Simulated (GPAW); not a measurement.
# CdS (Hawleyite) (F-43m) in GPAW: further runs

Runs on CdS (Hawleyite). Level: PBEsol. Tasks: relaxation of cell and atoms.

All numbers are computed with GPAW 26.7.0; they aren't measurements. Logs are shortened: lines on timing, memory, paths and dates and some standing lists are left out, and cuts for length are marked. The log counts tension as positive stress, the text compression.

### 1 The structure

The structure is cubic, space group F-43m (No. 216). Conventional cell: a = 5.833 Å, b = 5.833 Å, c = 5.833 Å, α = 90.00°, β = 90.00°, γ = 90.00°. Cd (site symmetry -43m) is surrounded by 4 S at 2.53 Å. Around S (site symmetry -43m) lie 4 Cd at 2.53 Å.

### 2 Relaxation of cell and atoms, PBEsol, target pressure 10 GPa, at which the enthalpy is minimised

Contents of run.py:

```python
from ase import Atoms
from ase.filters import FrechetCellFilter
from ase.io import write
from ase.optimize import BFGS
from ase.units import GPa
from gpaw import GPAW, PW, setup_paths

setup_paths.insert(0, '.')

atoms = Atoms(['Cd', 'S'],
              cell=[[0.0, 2.9165, 2.9165],
                    [2.9165, 0.0, 2.9165],
                    [2.9165, 2.9165, 0.0]],
              scaled_positions=[[0.0, 0.0, 0.0],
                                [0.75, 0.75, 0.75]],
              pbc=True)

calc = GPAW(mode=PW(600),
            xc='PBEsol',
            kpts={'size': (8, 8, 8), 'gamma': True},
            occupations={'name': 'fermi-dirac', 'width': 0.05},
            nbands=18,
            convergence={'density': 1e-05, 'forces': 0.0001},
            maxiter=150,
            txt='gpaw.txt')
atoms.calc = calc
opt = BFGS(FrechetCellFilter(atoms, scalar_pressure=10 * GPa), trajectory='relax.traj', logfile='-')
done = opt.run(fmax=0.02, steps=60)
calc.write('gs.gpw')
write('result.traj', atoms)
print('Converged:', done)
print('Cell:', atoms.cell.cellpar().round(4))
print('Volume:', round(atoms.get_volume(), 4))
print(atoms.get_scaled_positions().round(5))
```

Potentials or basis: PAW data sets generated in the run's folder for this functional, pw.

Launch:

```
gpaw-setup -f PBEsol Cd S
OMP_NUM_THREADS=1 python run.py
```

gpaw.txt:

```text
__  _  _
 | _ |_)|_||  |
 |__||  | ||/\| - 26.7.0

Input parameters:
  mode=PW(ecut=600.0),
  convergence={'density': 1e-05, 'forces': 0.0001},
  kpts=MonkhorstPack(size=(8, 8, 8), gamma=True),
  maxiter=150,
  nbands=18,
  occupations=Occupations(name='fermi-dirac', width=0.05),
  xc=XC(name='PBEsol')

Diagonalizing LCAO Hamiltonian
Converting LCAO to pw mode

                     S

       Cd

Atoms  # Å, Bohr magnetons
|   | symbol |        x |        y |        z |    initial magnetic moments |
|---|--------|----------|----------|----------|-----------------------------|
| 0 |     Cd | 0.000000 | 0.000000 | 0.000000 | ( 0.0000,  0.0000,  0.0000) |
| 1 |      S | 4.374750 | 4.374750 | 4.374750 | ( 0.0000,  0.0000,  0.0000) |

Unit cell  # Å
| periodic |        x |        y |        z |  lengths |    angles |
|----------|----------|----------|----------|----------|-----------|
|      yes | 0.000000 | 2.916500 | 2.916500 | 4.124554 | 60.000000 |
|      yes | 2.916500 | 0.000000 | 2.916500 | 4.124554 | 60.000000 |
|      yes | 2.916500 | 2.916500 | 0.000000 | 4.124554 | 60.000000 |

Number of symmetries: 24
Symmetry operations  # r_c * U_cc + t_c -> r_c
|    | kind |            matrix            |
|----|------|------------------------------|
|  0 |  E   |  1, 0, 0,  0, 1, 0,  0, 0, 1 |
|  1 |  σ   |  1, 0, 0,  0, 0, 1,  0, 1, 0 |
|  2 |  σ   |  1, 0,-1,  0, 1,-1,  0, 0,-1 |
|  3 |  C3  |  1, 0,-1,  0, 0,-1,  0, 1,-1 |
|  4 |  C3  |  1,-1, 0,  0,-1, 1,  0,-1, 0 |
|  5 |  σ   |  1,-1, 0,  0,-1, 0,  0,-1, 1 |
|  6 |  σ   |  0, 1, 0,  1, 0, 0,  0, 0, 1 |
|  7 |  C3  |  0, 1, 0,  0, 0, 1,  1, 0, 0 |
|  8 |  C2  |  0, 1,-1,  1, 0,-1,  0, 0,-1 |
|  9 |  S4  |  0, 1,-1,  0, 0,-1,  1, 0,-1 |
| 10 |  C3  |  0, 0, 1,  1, 0, 0,  0, 1, 0 |
| 11 |  σ   |  0, 0, 1,  0, 1, 0,  1, 0, 0 |
| 12 |  S4  |  0, 0,-1,  1, 0,-1,  0, 1,-1 |
| 13 |  C3  |  0, 0,-1,  0, 1,-1,  1, 0,-1 |
[... 203 lines left out ...]
Stress tensor  # eV/Ang^3
|         x |         y |         z |
|-----------|-----------|-----------|
|  0.002985 | -0.000000 | -0.000000 |
| -0.000000 |  0.002985 |  0.000000 |
| -0.000000 |  0.000000 |  0.002985 |

Forces  # eV/Ang
|       x |       y |        z |
|---------|---------|----------|
| 0.00000 | 0.00000 |  0.00000 |  # Cd   0
| 0.00000 | 0.00000 | -0.00000 |  # S    1

Interpolating wave functions to new cell

                    S

       Cd

Atoms  # Å, Bohr magnetons
|   | symbol |        x |        y |        z |    initial magnetic moments |
|---|--------|----------|----------|----------|-----------------------------|
| 0 |     Cd | 0.000000 | 0.000000 | 0.000000 | ( 0.0000,  0.0000,  0.0000) |
| 1 |      S | 4.324345 | 4.324345 | 4.324345 | ( 0.0000,  0.0000,  0.0000) |

Unit cell  # Å
| periodic |        x |        y |        z |  lengths |    angles |
|----------|----------|----------|----------|----------|-----------|
|      yes | 0.000000 | 2.882897 | 2.882897 | 4.077032 | 60.000000 |
|      yes | 2.882897 | 0.000000 | 2.882897 | 4.077032 | 60.000000 |
|      yes | 2.882897 | 2.882897 | 0.000000 | 4.077032 | 60.000000 |

Number of symmetries: 24
Symmetry operations  # r_c * U_cc + t_c -> r_c
|    | kind |            matrix            |
|----|------|------------------------------|
|  0 |  E   |  1, 0, 0,  0, 1, 0,  0, 0, 1 |
|  1 |  σ   |  1, 0, 0,  0, 0, 1,  0, 1, 0 |
|  2 |  σ   |  1, 0,-1,  0, 1,-1,  0, 0,-1 |
|  3 |  C3  |  1, 0,-1,  0, 0,-1,  0, 1,-1 |
|  4 |  C3  |  1,-1, 0,  0,-1, 1,  0,-1, 0 |
|  5 |  σ   |  1,-1, 0,  0,-1, 0,  0,-1, 1 |
|  6 |  σ   |  0, 1, 0,  1, 0, 0,  0, 0, 1 |
|  7 |  C3  |  0, 1, 0,  0, 0, 1,  1, 0, 0 |
|  8 |  C2  |  0, 1,-1,  1, 0,-1,  0, 0,-1 |
|  9 |  S4  |  0, 1,-1,  0, 0,-1,  1, 0,-1 |
| 10 |  C3  |  0, 0, 1,  1, 0, 0,  0, 1, 0 |
| 11 |  σ   |  0, 0, 1,  0, 1, 0,  1, 0, 0 |
| 12 |  S4  |  0, 0,-1,  1, 0,-1,  0, 1,-1 |
| 13 |  C3  |  0, 0,-1,  0, 1,-1,  1, 0,-1 |
[... 203 lines left out ...]
Stress tensor  # eV/Ang^3
|         x |         y |         z |
|-----------|-----------|-----------|
| -0.011143 |  0.000000 |  0.000000 |
|  0.000000 | -0.011143 | -0.000000 |
|  0.000000 | -0.000000 | -0.011143 |

Forces  # eV/Ang
|        x |        y |        z |
|----------|----------|----------|
|  0.00000 | -0.00000 | -0.00000 |  # Cd   0
| -0.00000 |  0.00000 | -0.00000 |  # S    1

Interpolating wave functions to new cell

                    S

       Cd

Atoms  # Å, Bohr magnetons
|   | symbol |        x |        y |         z |    initial magnetic moments |
|---|--------|----------|----------|-----------|-----------------------------|
| 0 |     Cd | 0.000000 | 0.000000 | -0.000000 | ( 0.0000,  0.0000,  0.0000) |
| 1 |      S | 4.170855 | 4.170855 |  4.170855 | ( 0.0000,  0.0000,  0.0000) |

Unit cell  # Å
| periodic |         x |        y |         z |  lengths |    angles |
|----------|-----------|----------|-----------|----------|-----------|
|      yes | -0.000000 | 2.780570 |  2.780570 | 3.932319 | 60.000000 |
|      yes |  2.780570 | 0.000000 |  2.780570 | 3.932319 | 60.000000 |
|      yes |  2.780570 | 2.780570 | -0.000000 | 3.932319 | 60.000000 |

Number of symmetries: 24
Symmetry operations  # r_c * U_cc + t_c -> r_c
|    | kind |            matrix            |
|----|------|------------------------------|
|  0 |  E   |  1, 0, 0,  0, 1, 0,  0, 0, 1 |
|  1 |  σ   |  1, 0, 0,  0, 0, 1,  0, 1, 0 |
|  2 |  σ   |  1, 0,-1,  0, 1,-1,  0, 0,-1 |
|  3 |  C3  |  1, 0,-1,  0, 0,-1,  0, 1,-1 |
|  4 |  C3  |  1,-1, 0,  0,-1, 1,  0,-1, 0 |
|  5 |  σ   |  1,-1, 0,  0,-1, 0,  0,-1, 1 |
|  6 |  σ   |  0, 1, 0,  1, 0, 0,  0, 0, 1 |
|  7 |  C3  |  0, 1, 0,  0, 0, 1,  1, 0, 0 |
|  8 |  C2  |  0, 1,-1,  1, 0,-1,  0, 0,-1 |
|  9 |  S4  |  0, 1,-1,  0, 0,-1,  1, 0,-1 |
| 10 |  C3  |  0, 0, 1,  1, 0, 0,  0, 1, 0 |
| 11 |  σ   |  0, 0, 1,  0, 1, 0,  1, 0, 0 |
| 12 |  S4  |  0, 0,-1,  1, 0,-1,  0, 1,-1 |
| 13 |  C3  |  0, 0,-1,  0, 1,-1,  1, 0,-1 |
[... 203 lines left out ...]
Stress tensor  # eV/Ang^3
|         x |         y |         z |
|-----------|-----------|-----------|
| -0.071863 | -0.000000 |  0.000000 |
| -0.000000 | -0.071863 |  0.000000 |
|  0.000000 |  0.000000 | -0.071863 |

Forces  # eV/Ang
|       x |        y |        z |
|---------|----------|----------|
| 0.00000 | -0.00000 | -0.00000 |  # Cd   0
| 0.00000 |  0.00000 | -0.00000 |  # S    1

Interpolating wave functions to new cell

                    S

       Cd

Atoms  # Å, Bohr magnetons
|   | symbol |        x |        y |         z |    initial magnetic moments |
|---|--------|----------|----------|-----------|-----------------------------|
| 0 |     Cd | 0.000000 | 0.000000 | -0.000000 | ( 0.0000,  0.0000,  0.0000) |
| 1 |      S | 4.192296 | 4.192296 |  4.192296 | ( 0.0000,  0.0000,  0.0000) |

Unit cell  # Å
| periodic |         x |        y |         z |  lengths |    angles |
|----------|-----------|----------|-----------|----------|-----------|
|      yes | -0.000000 | 2.794864 |  2.794864 | 3.952534 | 60.000000 |
|      yes |  2.794864 | 0.000000 |  2.794864 | 3.952534 | 60.000000 |
|      yes |  2.794864 | 2.794864 | -0.000000 | 3.952534 | 60.000000 |

Number of symmetries: 24
Symmetry operations  # r_c * U_cc + t_c -> r_c
|    | kind |            matrix            |
|----|------|------------------------------|
|  0 |  E   |  1, 0, 0,  0, 1, 0,  0, 0, 1 |
|  1 |  σ   |  1, 0, 0,  0, 0, 1,  0, 1, 0 |
|  2 |  σ   |  1, 0,-1,  0, 1,-1,  0, 0,-1 |
|  3 |  C3  |  1, 0,-1,  0, 0,-1,  0, 1,-1 |
|  4 |  C3  |  1,-1, 0,  0,-1, 1,  0,-1, 0 |
|  5 |  σ   |  1,-1, 0,  0,-1, 0,  0,-1, 1 |
|  6 |  σ   |  0, 1, 0,  1, 0, 0,  0, 0, 1 |
|  7 |  C3  |  0, 1, 0,  0, 0, 1,  1, 0, 0 |
|  8 |  C2  |  0, 1,-1,  1, 0,-1,  0, 0,-1 |
|  9 |  S4  |  0, 1,-1,  0, 0,-1,  1, 0,-1 |
| 10 |  C3  |  0, 0, 1,  1, 0, 0,  0, 1, 0 |
| 11 |  σ   |  0, 0, 1,  0, 1, 0,  1, 0, 0 |
| 12 |  S4  |  0, 0,-1,  1, 0,-1,  0, 1,-1 |
| 13 |  C3  |  0, 0,-1,  0, 1,-1,  1, 0,-1 |
[... 202 lines left out ...]
Stress tensor  # eV/Ang^3
|         x |         y |         z |
|-----------|-----------|-----------|
| -0.061480 | -0.000000 |  0.000000 |
| -0.000000 | -0.061480 | -0.000000 |
|  0.000000 | -0.000000 | -0.061480 |

Forces  # eV/Ang
|        x |        y |        z |
|----------|----------|----------|
|  0.00000 | -0.00000 | -0.00000 |  # Cd   0
| -0.00000 |  0.00000 | -0.00000 |  # S    1

Interpolating wave functions to new cell

                    S

       Cd

Atoms  # Å, Bohr magnetons
|   | symbol |        x |        y |         z |    initial magnetic moments |
|---|--------|----------|----------|-----------|-----------------------------|
| 0 |     Cd | 0.000000 | 0.000000 | -0.000000 | ( 0.0000,  0.0000,  0.0000) |
| 1 |      S | 4.190333 | 4.190333 |  4.190333 | ( 0.0000,  0.0000,  0.0000) |

Unit cell  # Å
| periodic |         x |        y |        z |  lengths |    angles |
|----------|-----------|----------|----------|----------|-----------|
|      yes | -0.000000 | 2.793555 | 2.793555 | 3.950684 | 60.000000 |
|      yes |  2.793555 | 0.000000 | 2.793555 | 3.950684 | 60.000000 |
|      yes |  2.793555 | 2.793555 | 0.000000 | 3.950684 | 60.000000 |

Number of symmetries: 24
Symmetry operations  # r_c * U_cc + t_c -> r_c
|    | kind |            matrix            |
|----|------|------------------------------|
|  0 |  E   |  1, 0, 0,  0, 1, 0,  0, 0, 1 |
|  1 |  σ   |  1, 0, 0,  0, 0, 1,  0, 1, 0 |
|  2 |  σ   |  1, 0,-1,  0, 1,-1,  0, 0,-1 |
|  3 |  C3  |  1, 0,-1,  0, 0,-1,  0, 1,-1 |
|  4 |  C3  |  1,-1, 0,  0,-1, 1,  0,-1, 0 |
|  5 |  σ   |  1,-1, 0,  0,-1, 0,  0,-1, 1 |
|  6 |  σ   |  0, 1, 0,  1, 0, 0,  0, 0, 1 |
|  7 |  C3  |  0, 1, 0,  0, 0, 1,  1, 0, 0 |
|  8 |  C2  |  0, 1,-1,  1, 0,-1,  0, 0,-1 |
|  9 |  S4  |  0, 1,-1,  0, 0,-1,  1, 0,-1 |
| 10 |  C3  |  0, 0, 1,  1, 0, 0,  0, 1, 0 |
| 11 |  σ   |  0, 0, 1,  0, 1, 0,  1, 0, 0 |
| 12 |  S4  |  0, 0,-1,  1, 0,-1,  0, 1,-1 |
| 13 |  C3  |  0, 0,-1,  0, 1,-1,  1, 0,-1 |
[... 200 lines left out ...]
Stress tensor  # eV/Ang^3
|         x |         y |         z |
|-----------|-----------|-----------|
| -0.062398 | -0.000000 |  0.000000 |
| -0.000000 | -0.062398 | -0.000000 |
|  0.000000 | -0.000000 | -0.062398 |

Forces  # eV/Ang
|       x |       y |        z |
|---------|---------|----------|
| 0.00000 | 0.00000 |  0.00000 |  # Cd   0
| 0.00000 | 0.00000 | -0.00000 |  # S    1

# Writing to gs.gpw (mode='')
```

Wall time 2.2 min (1 thread of Intel Xeon at 2.50GHz (Skylake/Cascade Lake), shared host); peak memory 0.23 GiB.

Results:

```
Free energy                                            : -6.8620 eV
Relaxed volume                                         : 21.80 Å³/atom
Relaxed cell                                           : a = 3.951 Å, b = 3.951 Å, c = 3.951 Å, α = 60.00°, β = 60.00°, γ = 60.00°
Space group after relaxing (to 0.05 Å)                 : F-43m (No. 216)
Energy change on relaxing (the enthalpy is what falls) : +79.0 meV/atom
Ionic steps                                            : 5
Pressure after relaxing                                : 10.0 GPa
Band gap on the k mesh                                 : 1.22 eV, direct
```

Step by step:
```tsv
step	energy change (eV)	largest force (eV/Å)	pressure (GPa)	volume (Å³)
1	0.0000	0.0000	-0.48	49.62
2	0.0070	0.0000	1.79	47.92
3	0.1989	0.0000	11.51	43.00
4	0.1543	0.0000	9.85	43.66
5	0.1581	0.0000	10.00	43.60
```

Final structure:
```yaml
crystal:
  lattice:
    - [0.00000, 2.79356, 2.79356]
    - [2.79356, 0.00000, 2.79356]
    - [2.79356, 2.79356, 0.00000]
  atoms:
    - { symbol: Cd, position: [0.00000, 0.00000, 0.00000] }
    - { symbol: S, position: [0.75000, 0.75000, 0.75000] }
```

Caveat: later steps reuse the first step's grids. A hybrid or GW would open this gap; PBEsol tends to underestimate it.

### 3 Relaxation of cell and atoms, PBEsol, target pressure 20 GPa, at which the enthalpy is minimised

Changes to run.py since step 2:

```diff
@@ -26,3 +26,3 @@
 atoms.calc = calc
-opt = BFGS(FrechetCellFilter(atoms, scalar_pressure=10 * GPa), trajectory='relax.traj', logfile='-')
+opt = BFGS(FrechetCellFilter(atoms, scalar_pressure=20 * GPa), trajectory='relax.traj', logfile='-')
 done = opt.run(fmax=0.02, steps=60)
```

Potentials or basis: PAW data sets generated in the run's folder for this functional, pw.

Launch:

```
gpaw-setup -f PBEsol Cd S
OMP_NUM_THREADS=1 python run.py
```

Wall time 2.4 min (1 thread of Intel Xeon at 2.50GHz (Skylake/Cascade Lake), shared host); peak memory 0.23 GiB.

It converged, with:

```yaml
Free_energy: -6.5529 eV
Relaxed_volume: 20.12 Å³/atom
Relaxed_cell: a = 3.846 Å, b = 3.846 Å, c = 3.846 Å, α = 60.00°, β = 60.00°, γ = 60.00°
Space_group_after_relaxing_to_0.05_Å: F-43m (No. 216)
Energy_change_on_relaxing_the_enthalpy_is_what_falls: +233.6 meV/atom
Ionic_steps: 5
Pressure_after_relaxing: 20.0 GPa
Band_gap_on_the_k_mesh: 1.35 eV, direct
```

Step by step:
| step | energy change (eV) | largest force (eV/Å) | pressure (GPa) | volume (Å³) |
| --- | --- | --- | --- | --- |
| 1 | 0.0000 | 0.0000 | -0.48 | 49.62 |
| 2 | 0.0369 | 0.0000 | 4.30 | 46.36 |
| 3 | 0.6323 | 0.0000 | 24.58 | 39.05 |
| 4 | 0.4478 | 0.0000 | 19.42 | 40.39 |
| 5 | 0.4672 | 0.0000 | 19.98 | 40.24 |

Final structure:
```cif
data_structure
_symmetry_space_group_name_H-M 'P 1'
_symmetry_Int_Tables_number 1
_cell_length_a 3.8463
_cell_length_b 3.8463
_cell_length_c 3.8463
_cell_angle_alpha 60.000
_cell_angle_beta 60.000
_cell_angle_gamma 60.000
_cell_volume 40.24
loop_
_atom_site_label
_atom_site_type_symbol
_atom_site_fract_x
_atom_site_fract_y
_atom_site_fract_z
_atom_site_occupancy
Cd1 Cd 0.00000 0.00000 0.00000 1
S1 S 0.75000 0.75000 0.75000 1
```

Levels at points of the mesh, in eV from the valence-band top:
| k point | band 5 | band 6 | band 7 | band 8 | band 9 | band 10 | band 11 | band 12 | band 13 | band 14 |
| --- | --- | --- | --- | --- | --- | --- | --- | --- | --- | --- |
| (0.00, 0.00, 0.00) | -7.96 | -7.96 | 0.00 | 0.00 | 0.00 | 1.35 | 6.18 | 6.18 | 6.18 | 11.53 |
| (0.50, 0.50, 0.00) | -7.80 | -7.29 | -5.04 | -2.80 | -2.80 | 2.94 | 4.27 | 10.02 | 11.83 | 11.83 |
| (0.50, 0.50, 0.50) | -7.89 | -7.36 | -5.99 | -1.14 | -1.14 | 3.05 | 6.73 | 6.73 | 7.77 | 11.53 |

Caveat: later steps reuse the first step's grids; the volume moved by over 15 % at a fixed basis, so the end points are rough. A hybrid or GW would open this gap; PBEsol tends to underestimate it.

### 4 Relaxation of cell and atoms, PBEsol, target pressure 30 GPa, at which the enthalpy is minimised

Changes to run.py since step 3:

```diff
@@ -26,3 +26,3 @@
 atoms.calc = calc
-opt = BFGS(FrechetCellFilter(atoms, scalar_pressure=20 * GPa), trajectory='relax.traj', logfile='-')
+opt = BFGS(FrechetCellFilter(atoms, scalar_pressure=30 * GPa), trajectory='relax.traj', logfile='-')
 done = opt.run(fmax=0.02, steps=60)
```

Launch:

```
gpaw-setup -f PBEsol Cd S
OMP_NUM_THREADS=1 python run.py
```

Wall time 2.4 min (1 thread of Intel Xeon at 2.50GHz (Skylake/Cascade Lake), shared host); peak memory 0.22 GiB.

The run converged. Its results:

| Quantity | Value |
| --- | --- |
| Free energy | -6.1837 eV |
| Relaxed volume | 18.92 Å³/atom |
| Relaxed cell | a = 3.769 Å, b = 3.769 Å, c = 3.769 Å, α = 60.00°, β = 60.00°, γ = 60.00° |
| Space group after relaxing (to 0.05 Å) | F-43m (No. 216) |
| Energy change on relaxing (the enthalpy is what falls) | +418.2 meV/atom |
| Ionic steps | 5 |
| Pressure after relaxing | 30.0 GPa |
| Band gap on the k mesh | 1.43 eV, direct |

Step by step:
```tsv
step	energy change (eV)	largest force (eV/Å)	pressure (GPa)	volume (Å³)
1	0.0000	0.0000	-0.48	49.62
2	0.0913	0.0000	7.20	44.84
3	1.1623	0.0000	38.14	36.31
4	0.7953	0.0000	28.90	38.07
5	0.8364	0.0000	29.96	37.85
```

Final structure:
```
Cd S
1.0
     0.00000    2.66488    2.66488
     2.66488    0.00000    2.66488
     2.66488    2.66488    0.00000
Cd S
1 1
Direct
  0.00000 0.00000 0.00000
  0.75000 0.75000 0.75000
```

Levels at points of the mesh, in eV from the valence-band top:
```
           k point  band 5  band 6  band 7  band 8  band 9  band 10  band 11  band 12  band 13  band 14
(0.00, 0.00, 0.00)   -8.29   -8.29    0.00    0.00    0.00     1.43     6.06     6.06     6.06    11.57
(0.50, 0.50, 0.00)   -8.09   -7.54   -5.37   -3.11   -3.11     2.79     4.20    10.35    11.72    12.15
(0.50, 0.50, 0.50)   -8.20   -7.61   -6.50   -1.27   -1.27     3.06     6.65     6.65     7.86    11.77
```

Caveat: later steps reuse the first step's grids; the volume moved by over 15 % at a fixed basis, so the end points are rough.

### 5 The runs side by side

| cell | target pressure | gap on the mesh (eV) | pressure (GPa) |
| --- | --- | --- | --- |
| relaxed to 10 GPa | 10 GPa | 1.22 | 10.0 |
| relaxed to 20 GPa | 20 GPa | 1.35 | 20.0 |
| relaxed to 30 GPa | 30 GPa | 1.43 | 30.0 |

Alike in all rows: task relaxation of cell and atoms; level PBEsol; potentials or basis PAW data sets generated in the run's folder for this functional, pw; no spin polarisation; k mesh 8 × 8 × 8; cutoff (eV) 600; smearing fermi-dirac 0.05 eV.

Caveats: later steps reuse the first step's grids; the volume moved by over 15 % at a fixed basis, so the end points are rough (some runs).

Total energies depend on the potentials used, so only differences within one code and one set of settings carry meaning.
